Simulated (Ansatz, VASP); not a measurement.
**AsP (puckered PAs, 1 layer): VASP beside Ansatz**

Aim: how closely do two programs agree when they are given the same cell, functional and k mesh? The structure shown is the start of the Ansatz relaxation below; VASP solves that cell, so the two are compared at the walk's first step.

Method: plane waves, with VASP 6.6.1 beside it; single point at PBE, in Ansatz 0.2.0.

## 1. The structure

The cell holds 4 atoms: 2 P and 2 As. Its edges and angles: a = 4.690 Å, b = 3.500 Å, c = 18.360 Å, α = 90.0°, β = 90.0°, γ = 90.0°. Vacuum lies along c.

## 2. Ansatz: relaxation, PBE

Ansatz runs on its default PAW (the set named soft_2) files.

The two programs are compared at the cell with which this relaxation starts, whose forces are those of its first step.

File input.yaml:

```yaml
crystal:
  lattice:
    - [4.69, 0.0, 0.0]
    - [0.0, 3.5, 0.0]
    - [0.0, 0.0, 18.36]
  atoms:
    - { symbol: P, position: [0.09, 0.0, 0.4357298475] }
    - { symbol: As, position: [0.41, 0.5, 0.4411764706] }
    - { symbol: As, position: [0.91, 0.0, 0.5588235294] }
    - { symbol: P, position: [0.59, 0.5, 0.5642701525] }
kpoints:
  mp_grid: { grid: [8, 8, 1] }
hamiltonian:
  xc: pbe
scf:
  occupations: { method: fermi_dirac, width: 0.05 }
  convergence: { dr2_threshold: 1.0e-08 }
efield:
  axis: 3
  dipole_correction: true
  ramp_position: 0.97
  ramp_width: 0.04
relax:
  f_tol: 0.01
  cell: { fix: [c, alpha, beta] }
output:
  write_potential: true
  write_density: true
  volumetric_format: npy
```

On the command line:

```
> ansatz run input.yaml --threads 4 --pin off --max-ram 8192MiB --backend cpu --events-out ev --progress --plain --runs-dir out
```

Numbers of over 12 decimals in the logs are rounded to 6 here.

Output:

```text
Warning: relax.cell: scf.convergence.dr2_threshold = 1e-8 eV is looser than the 4e-10 eV advised for a relaxation that steers and ends on the stress (1e-10 eV for each atom of the cell: 4). What an SCF threshold leaves in a stress goes as its square root, and in the free energy as the threshold itself, and one threshold admits the most on a small cell: [figures from the program's tests cut] Set scf.convergence.dr2_threshold to 4e-10 eV or tighter. The threshold is an SCF's pass mark: one that does not reach it within its budget of iterations ends unconverged, or closes short of it on a stop that the run arms, and scf.convergence.dr2_threshold's page says what that costs each kind of run
Engine: ansatz 0.2.0, aarch64-unknown-linux-gnu
Pseudopotentials: kind: paw
Pseudopotential: P, paw, valence charge 5, recommended cutoff 420 eV (normal), P.paw.azcp
Pseudopotential: As, paw, valence charge 15, recommended cutoff 420 eV (normal), As.paw.azcp
Functional definition: PBE
  parameter kappa = 0.804
  parameter beta = 0.066725
  exchange = pbe_x(kappa = kappa, mu = beta*pi^2/3)
  correlation = pbe_c(beta = beta)
Crystal: 4 atoms, lattice volume = 301.379 Å³
Basis set: ecut = 420 eV, 5861 PW (Γ), exchange–correlation on 64×48×250 points (8 copies of the dense FFT grid, shifted against one another)
Bands: 24, of which v1, the nominal top of the filled ones, is band 20 counted from 1 (19 counted from 0)
Symmetry: 2 space group operations
k-points: 25 of 64 (time reversal used)
Non-local potential: P, projectors of the file, l = 0: 2, l = 1: 2, l = 2: 2
Non-local potential: As, projectors of the file, l = 0: 2, l = 1: 2, l = 2: 3, l = 3: 1
PAW form: soft (Blöchl's): semilocal exchange-correlation on the pseudo side does not see the compensation charge
PAW one-centre angular grid: P, 110 points (default); XC on 64 Gauss nodes
PAW one-centre angular grid: As, 590 points (default); XC on 64 Gauss nodes
Initial density: superposition of atomic densities (neutral atoms: chi_scale 0, normalization atom), corrected by the library's trained network
Initial wavefunctions: pseudopotential atomic-orbital guess
Functional: x = pbe(κ = 0.804, μ = 0.219515), c = pbe(β = 0.066725)
SCF iter   1: F=—  HF=-11223.220677 eV  |F-HF|=—  |Δ(HF+E_count)|=         —  Δρ=1.60e-3  dr2=1.67e-2  ethr=1.77e-3  p=-0.000 e·Å  D=-2.03e-5 V/Å  ΔV_dip=0.00 eV  dr2_dipole=8.98e-12  V_vac-E_F(+/−)=4.34/4.34 eV  ⟨swp⟩=8.1  Hψ=3259  notcnv=0
efield: sawtooth ramp at fractional position 0.9700 (set: `efield.ramp_position`, or a place that a band, a saddle search or an elastic batch's reference lends), width 0.0400; the density the first Hamiltonian is built on has a dipole p = -0.000 e·Å; the dipole correction subtracts the counter field D = -2.03e-5 V/Å, which shifts the + side's vacuum level by +0.00 eV against the − side's; the planar-averaged density in the ramp window peaks in size at 1.4e-6 e/Å³
preconditioner: auto → Resta (q_TF=auto, 1.949 Å⁻¹)  ε∞=2.3  [insulator: Δε(μ)=0.732 eV  Ē_g=8.543 eV  σ=0.050 eV  W_gap=1.00  n_scr=38 (ndim 8)  ℏωp=9.6 eV  f_vac=0.663  D(μ)=0.00/eV (n_scr^D=0)  ε∞_Penn≈2.3  vacuum switching on, ρ_ref=5.3e-3 e/Å³]
SCF iter   2: F=—  HF=-11223.219192 eV  |F-HF|=—  |Δ(HF+E_count)|=   1.49e-3  Δρ=6.05e-4  dr2=9.61e-4  ethr=4.16e-5  p=-0.000 e·Å  D=-1.54e-5 V/Å  ΔV_dip=0.00 eV  dr2_dipole=2.44e-10  V_vac-E_F(+/−)=4.41/4.41 eV  ⟨swp⟩=2.8  Hψ=1204  notcnv=0
SCF iter   3: F=—  HF=-11223.219406 eV  |F-HF|=—  |Δ(HF+E_count)|=   2.15e-4  Δρ=2.78e-4  dr2=1.86e-4  ethr=2.40e-6  p=-0.000 e·Å  D=-8.26e-6 V/Å  ΔV_dip=0.00 eV  dr2_dipole=4.91e-10  V_vac-E_F(+/−)=4.42/4.42 eV  ⟨swp⟩=2.0  Hψ=777  notcnv=0
SCF iter   4: F=—  HF=-11223.219552 eV  |F-HF|=—  |Δ(HF+E_count)|=   1.46e-4  Δρ=6.71e-5  dr2=1.61e-5  ethr=4.65e-7  p=0.000 e·Å  D=4.20e-6 V/Å  ΔV_dip=-0.00 eV  dr2_dipole=1.52e-9  V_vac-E_F(+/−)=4.44/4.44 eV  ⟨swp⟩=2.0  Hψ=852  notcnv=0
SCF iter   5: F=—  HF=-11223.219583 eV  |F-HF|=—  |Δ(HF+E_count)|=   3.12e-5  Δρ=1.94e-5  dr2=1.57e-6  ethr=4.03e-8  p=-0.000 e·Å  D=-8.21e-6 V/Å  ΔV_dip=0.00 eV  dr2_dipole=5.73e-9  V_vac-E_F(+/−)=4.44/4.44 eV  ⟨swp⟩=2.2  Hψ=1129  notcnv=0
SCF iter   6: F=—  HF=-11223.219574 eV  |F-HF|=—  |Δ(HF+E_count)|=   9.32e-6  Δρ=6.23e-6  dr2=1.84e-7  ethr=3.92e-9  p=0.000 e·Å  D=1.73e-5 V/Å  ΔV_dip=-0.00 eV  dr2_dipole=2.35e-8  V_vac-E_F(+/−)=4.44/4.44 eV  ⟨swp⟩=2.0  Hψ=1100  notcnv=0
SCF iter   7: F=—  HF=-11223.219574 eV  |F-HF|=—  |Δ(HF+E_count)|=   1.26e-7  Δρ=3.77e-6  dr2=3.61e-7  ethr=4.60e-10  p=-0.000 e·Å  D=-3.67e-5 V/Å  ΔV_dip=0.00 eV  dr2_dipole=1.01e-7  V_vac-E_F(+/−)=4.44/4.44 eV  ⟨swp⟩=3.3  Hψ=1244  notcnv=0
[...]
SCF iter   7: F=-11223.345444 eV  HF=-11223.345444 eV  |F-HF|=7.43e-9  |Δ(HF+E_count)|=   4.36e-9  Δρ=6.46e-7  dr2=7.02e-9  ethr=2.50e-11  p=-0.000 e·Å  D=-4.59e-6 V/Å  ΔV_dip=0.00 eV  dr2_dipole=1.76e-9  V_vac-E_F(+/−)=4.40/4.40 eV  ⟨swp⟩=7.7  Hψ=3804  notcnv=0
SCF 6 converged in 7 iterations: F = -11223.345444 eV  dr2 = 7.02e-9
relax step   6: F+E_penalty+E_count = -11223.34544390 eV  Δ(F+E_penalty+E_count) = -1.451e-4 eV  max|allowed force component| = 2.235e-3 eV/Å  Δτ_max = 0.0054 Å  P = +0.001 GPa  Ω = 301.548 Å³  energy of the carried Pulay correction = -6.198e-6 eV  fix = [c, alpha, beta]  reactions: c -0.003 GPa; beta +0.000 GPa/rad  (7 SCF iters, accepted)
Initial wavefunctions: pseudopotential atomic-orbital guess (no wavefunctions were taken with the density)
iter 1 solved again at ethr=1.61e-6 eV; its pass at ethr=3.10e-3 eV (dr2=6.43e-4 eV) is discarded
SCF iter   1: F=—  HF=-11223.345470 eV  |F-HF|=—  |Δ(HF+E_count)|=         —  Δρ=1.93e-6  dr2=1.12e-8  ethr=1.61e-6  p=-0.000 e·Å  D=-4.59e-6 V/Å  ΔV_dip=0.00 eV  dr2_dipole=1.73e-9  V_vac-E_F(+/−)=4.40/4.40 eV  ⟨swp⟩=3.4  Hψ=4754  notcnv=0
efield: sawtooth ramp at fractional position 0.9700 (set: `efield.ramp_position`, or a place that a band, a saddle search or an elastic batch's reference lends), width 0.0400; the density the first Hamiltonian is built on has a dipole p = -0.000 e·Å; the dipole correction subtracts the counter field D = -4.59e-6 V/Å, which shifts the + side's vacuum level by +0.00 eV against the − side's; the planar-averaged density in the ramp window peaks in size at 1.7e-7 e/Å³
eigensolver tolerance schedule: the retry pair's looser diagonalisation over-reported the residual by 57644.90 of it (diagonalisation noise at an unbounded share of the residual, at the tolerance the schedule requests for it); recorded, not acted on — ethr = c·dr2/N_el stays at c = 1.0e-1
SCF iter   2: F=—  HF=-11223.345447 eV  |F-HF|=—  |Δ(HF+E_count)|=   2.26e-5  Δρ=1.27e-6  dr2=1.17e-8  ethr=2.79e-11  p=0.000 e·Å  D=5.61e-6 V/Å  ΔV_dip=-0.00 eV  dr2_dipole=2.20e-9  V_vac-E_F(+/−)=4.40/4.40 eV  ⟨swp⟩=4.6  Hψ=1873  notcnv=0
SCF iter   3: F=-11223.345449 eV  HF=-11223.345448 eV  |F-HF|=1.30e-6  |Δ(HF+E_count)|=   6.67e-7  Δρ=7.74e-7  dr2=1.22e-9  ethr=2.50e-11  p=-0.000 e·Å  D=-3.31e-7 V/Å  ΔV_dip=0.00 eV  dr2_dipole=2.60e-11  V_vac-E_F(+/−)=4.40/4.40 eV  ⟨swp⟩=8.9  Hψ=4264  notcnv=0
SCF 7 converged in 3 iterations: F = -11223.345449 eV  dr2 = 1.22e-9
relax step   7: F+E_penalty+E_count = -11223.34544916 eV  Δ(F+E_penalty+E_count) = -5.259e-6 eV  max|allowed force component| = 2.241e-3 eV/Å  Δτ_max = 0.0000 Å  P = +0.001 GPa  Ω = 301.548 Å³  fix = [c, alpha, beta]  reactions: c -0.003 GPa; beta +0.000 GPa/rad  stress off target by 1.17e-2 GPa on what of the cell is left free  SCF on the basis re-selected at this cell (its energy is not comparable with the rows above)  (3 SCF iters)
basis re-selected at this cell: Δ(F+E_penalty+E_count) = -5.259e-6 eV, ΔP = -0.000 GPa vs the last step (what re-selecting the basis moved, of the pressure what is left beyond the Pulay correction that the steps carried, after the strain that the cell walked since its last selection, with what the two solves' SCF thresholds leave and, on support functions, any second-order correction that the steps lacked; it is no m [...]
WARN: The input density's exchange-correlation potential varies sharply where the density is thin. Do not read a vacuum level from v_tot or v_xc, or from such a field of the output density. On a cell that repeats whose density bears no net charge and no dipole along the vacuum's axis use v_es (v_loc + v_h of the components); under efield.dipole_correction with no amplitude use v_es + v_field, which holds any external [...]
SCF converged after 3 iterations
Free energy (F): -11223.345449 eV
Harris-Foulkes:  -11223.345448 eV  (|F-HF|=1.30e-6)
Internal energy: -11223.345445 eV  (E = F + TS)
E sigma→0 (E₀):  -11223.345447 eV
Entropy (-TS):   -0.000004 eV (-0.001 meV/atom)
Fermi energy:    -0.760814 eV
Dipole field:    D = 0.000005 V/Å  (p = 0.000009 e·Å, saw-weighted, corrected)
Work function:   Φ+ = 4.3976 eV   Φ− = 4.3977 eV
Levels:          The Fermi level and band energies are counted from a zero that moves with the ramp; work functions are not
--- Per-component energies (eV) ---
  E_band       = -878.332970
  E_kinetic    = 341.902946
  E_local      = -19856.054166  (includes V_loc(G=0)·N_el)
  E_nonlocal   = -1272.892643
  E_hartree    = 9867.827481
  E_xc         = -279.171484
  E_vxc        = -276.823888  (∫ρ·V_xc dr)
  E_paw        = -4808.464896  (= ΣΔE_a)
  E_vpaw       = 449.883254  (= ΣTr[D̂ρ^β])
  E_aug_tail   = 0.000023  (compensation charges beyond the density's cutoff)
  E_efield     = 0.000000  (sawtooth field / dipole correction)
  E_vefield    = -0.000039  (∫n·V_field dr)
  E_ewald      = 4783.507294
  E_smearing   = -0.000004  (= −TS)
  E_closure    = 0.000000  (closes the sum)
  Σ components = -11223.345449   (vs F -11223.345449, Δ=0.00e0)
--- Forces (eV/Å), atoms counted from 1 ---
  atom   1  P      0.00120448    -0.00000000     0.00224024
  atom   2  As    -0.00118747     0.00000000     0.00040005
  atom   3  As    -0.00119135     0.00000000    -0.00041248
  atom   4  P      0.00117100    -0.00000000    -0.00222917
  max |Σ_I F_I| component: 3.34e-6 eV/Å
--- Stress (GPa, compression-positive) ---
       -0.005708      -0.000000      -0.000022
       -0.000000       0.011668       0.000000
       -0.000022       0.000000      -0.003025
  P = ⅓ Tr σ = 0.0010 GPa (0.010 kbar)
--- Band table (eV; the first three rows and the last of 25) ---
  k-point 0: bands = [... 16 lower, -4.0785, -2.7366, -2.5083, -1.2227, -0.3088, 0.7172, 1.3861, 2.0724]
  k-point 1: bands = [... 16 lower, -4.7742, -3.2162, -2.6620, -1.3234, -0.1541, 1.2263, 1.9362, 2.3062]
  k-point 2: bands = [... 16 lower, -4.6091, -3.8028, -2.6168, -1.6951, 0.1069, 0.2802, 1.9561, 2.0962]
  k-point 24: bands = [... 16 lower, -5.4589, -5.4589, -2.4085, -2.4085, 1.3482, 1.3482, 2.8771, 2.8771]
--- Relaxed structure (6 steps of the walk, 6 accepted, 1 SCFs on fresh bases) ---
  F+E_penalty+E_count = -11223.34544916 eV   max|allowed force component| = 2.241e-3 eV/Å   (the final SCF, on the basis selected at the relaxed cell)
  cell:  # Å, volume = 301.5479 Å³
    - [4.692172, 0, 0]
    - [0, 3.500335, 0]
    - [0, 0, 18.36]
  atoms:
    - { symbol: P, position: [0.079324, 0, 0.440665] }
    - { symbol: As, position: [0.420675, 0.5, 0.436070] }
    - { symbol: As, position: [0.920676, 0, 0.563930] }
    - { symbol: P, position: [0.579325, 0.5, 0.559335] }
```

In the SCF lines HF is the Harris–Foulkes energy and dr2 the Hartree energy of the density residual, in eV; the loop may stop once dr2 is under the threshold and the program's other checks hold. Hψ counts applications of the Hamiltonian.

## 3. VASP: single point, PBE, start cell

The same cell, functional, mesh and smearing now go to VASP, with its own data sets.

Lines of VASP's logs that name or quote its potential files are left out, and so is its time.

File INCAR:

```
SYSTEM = AsP
PREC = Accurate
ENCUT = 400
EDIFF = 1E-06
NELM = 120
ISMEAR = -1
SIGMA = 0.05
LREAL = .FALSE.
ALGO = Normal
GGA = PE
NBANDS = 16
LORBIT = 11
LWAVE = .FALSE.
LCHARG = .FALSE.
ISIF = 2
LDIPOL = .TRUE.
IDIPOL = 3
DIPOL = 0.5 0.5 0.5
LVHAR = .TRUE.
LASPH = .TRUE.
GGA_COMPAT = .FALSE.
EFERMI = MIDGAP
NELMDL = -8
```

File POSCAR:

```
AsP
1.0
    4.6900000000      0.0000000000      0.0000000000
    0.0000000000      3.5000000000      0.0000000000
    0.0000000000      0.0000000000     18.3600000000
P As
2 2
Direct
    0.0900000000      0.0000000000      0.4357298475
    0.5900000000      0.5000000000      0.5642701525
    0.4100000000      0.5000000000      0.4411764706
    0.9100000000      0.0000000000      0.5588235294
```

File KPOINTS:

```
Automatic mesh
0
Gamma
8 8 1
0 0 0
```

Potentials, in the order of the species: P and As (PBE family, release 64).

On the command line:

```
> mpirun -np 1 vasp_std
```

Output:

```text
[banner, memory and clock lines left out]
running    1 mpi-ranks, on    1 nodes
 distrk:  each k-point on    1 cores,    1 groups
 distr:  one band on    1 cores,    1 groups

 POSCAR found type information on POSCAR P As
 POSCAR found :  2 types and       4 ions
 LDA part: xc-table for (Slater+PW92), standard interpolation
 POSCAR, INCAR and KPOINTS ok, starting setup
 FFT: planning ... GRIDC
 FFT: planning ... GRID_SOFT
 FFT: planning ... GRID
 WAVECAR not read
 entering main loop
       N       E                     dE             d eps       ncg     rms          rms(c)
DAV:   1     0.115224669087E+03    0.11522E+03   -0.56557E+03   800   0.719E+02
DAV:   2    -0.748365150940E+01   -0.12271E+03   -0.11846E+03  1208   0.147E+02
DAV:   3    -0.196344036468E+02   -0.12151E+02   -0.12109E+02  1080   0.548E+01
DAV:   4    -0.198669845062E+02   -0.23258E+00   -0.23209E+00  1192   0.930E+00
DAV:   5    -0.198720543978E+02   -0.50699E-02   -0.50694E-02  1080   0.123E+00
DAV:   6    -0.198722444145E+02   -0.19002E-03   -0.19001E-03  1256   0.225E-01
DAV:   7    -0.198722472640E+02   -0.28495E-05   -0.28497E-05  1128   0.226E-02
DAV:   8    -0.198722473850E+02   -0.12103E-06   -0.12092E-06  1016   0.408E-03    0.730E+00
DAV:   9    -0.197178674856E+02    0.15438E+00   -0.21636E-01   984   0.217E+00    0.439E+00
DAV:  10    -0.196696190813E+02    0.48248E-01   -0.14189E-01  1048   0.190E+00    0.475E-01
DAV:  11    -0.196674778638E+02    0.21412E-02   -0.94654E-03  1080   0.533E-01    0.251E-01
DAV:  12    -0.196670840963E+02    0.39377E-03   -0.19551E-03  1088   0.252E-01    0.922E-02
DAV:  13    -0.196670671796E+02    0.16917E-04   -0.12330E-04  1152   0.603E-02    0.340E-02
DAV:  14    -0.196669366314E+02    0.13055E-03   -0.36203E-04  1048   0.822E-02    0.251E-02
DAV:  15    -0.196670920184E+02   -0.15539E-03   -0.47498E-05  1008   0.282E-02    0.134E-02
DAV:  16    -0.196672682793E+02   -0.17626E-03   -0.49464E-05  1000   0.264E-02    0.777E-03
DAV:  17    -0.196673029499E+02   -0.34671E-04   -0.56015E-06   992   0.931E-03    0.495E-03
DAV:  18    -0.196673317326E+02   -0.28783E-04   -0.54801E-06   960   0.749E-03    0.178E-03
DAV:  19    -0.196673694001E+02   -0.37667E-04   -0.18926E-06   792   0.428E-03    0.159E-03
DAV:  20    -0.196673932637E+02   -0.23864E-04   -0.12183E-06   784   0.308E-03    0.858E-04
DAV:  21    -0.196674088651E+02   -0.15601E-04   -0.11375E-06   824   0.272E-03    0.335E-04
DAV:  22    -0.196674113287E+02   -0.24637E-05   -0.99327E-08   824   0.949E-04    0.294E-04
DAV:  23    -0.196674126963E+02   -0.13675E-05   -0.79581E-08   752   0.708E-04    0.345E-05
DAV:  24    -0.196674128546E+02   -0.15835E-06   -0.80140E-09   728   0.265E-04
   1 F= -.19667413E+02 E0= -.19667401E+02  d E =-.239378E-04
```

[end of part 1 of 2]

[Lines on the potential files, build, host, timing and source positions are cut from VASP's logs without a mark.]

[Logs are printed without paths, hosts, clocks, repeated set-up lines and the standing remarks that a program may print on its own settings, such as how far it seeks lower states.]

[Hosts, paths, dates, database ids (printed as entryN), source tags and the programs' standing remarks are cut or masked in the printed files.]
